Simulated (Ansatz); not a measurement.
KCl (Sylvite) under changes of volume

One of the cells (31.151 Å³/atom); the others are scaled copies at fixed shape and fractional positions:

```
CELL_PARAMETERS angstrom
0.00000 3.14647 3.14647
3.14647 0.00000 3.14647
3.14647 3.14647 0.00000
ATOMIC_POSITIONS crystal
K 0.00000 0.00000 0.00000
Cl 0.50000 0.50000 0.50000
```

- Program: Ansatz 0.2.0
- Functional: PBEsol
- Potentials or basis: all-electron LAPW, scalar-relativistic
- Cutoff: 151 eV (chosen from the basis error)
- Basis error allowed: 0.0005 eV/atom
- k mesh: 7 × 7 × 7
- Occupations: fermi-dirac, width 0.05 eV
- Spin: no spin polarisation

```tsv
volume (Å³/atom)	energy over the lowest point (meV/atom)	pressure (GPa)	gap on the mesh (eV)
29.282	?	?	?
29.905	0.51	0.3	5.16
30.528	0.00	-0.1	5.09
31.151	0.94	-0.4	5.03
31.774	3.14	-0.7	4.96
32.397	6.48	-1.0	4.91
33.020	10.81	-1.2	4.85
```

Question: What does the run at 29.282 Å³/atom give?

Answer: Energy over the lowest point 2.64 meV/atom; pressure 0.8 GPa; gap on the mesh 5.23 eV.

Worked out: A Birch-Murnaghan fit of order 3 (a polynomial in V^(-2/3)) to the other rows has its minimum at 30.42 Å³/atom with B0 = V·E''(V) = 18.4 GPa and B' = 5.0. It gives 2.64 meV/atom at 29.282 Å³/atom, against the run's 2.64, and -dE/dV = 0.8 GPa, against 0.8. A straight line through the other rows of the gap, of slope -3.12 eV per unit of ln V (its deformation potential), extrapolates to 5.22 eV, against the run's 5.23.

Energies are extrapolated to zero smearing.

Caveats: an odd mesh through Γ misses points on the zone boundary, where band edges often lie (some runs).
